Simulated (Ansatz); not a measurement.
**Find the missing element**

Cell vectors (Å):

```
0.0000 3.4249 3.4249
3.4249 0.0000 3.4249
3.4249 3.4249 0.0000
```

| atom | a | b | c |
| --- | --- | --- | --- |
| Rb | 0.0000 | 0.0000 | 0.0000 |
| X | 0.5000 | 0.5000 | 0.5000 |

Method: PBEsol, PAW on Ansatz 0.2.0's default frozen-core files (fitted under PBE), scalar-relativistic. k mesh 6×6×6, strains of ±0.005, fixed occupations.

Elastic constants of a crystal by Kohn-Sham DFT: slopes of the stress over finite engineering strains of the given cell, Voigt indices, Cartesian axes as in the cell vectors.

```tsv
index	elastic (GPa)
11	32.9
12	4.1
44	4
```

**Question.** All X atoms are one element. Which one was computed?

**Answer.** Br; the crystal is RbBr (Fm-3m).

Keep in mind: frozen-core PAW files fitted under PBE, their cores solved anew for the functional of the run.
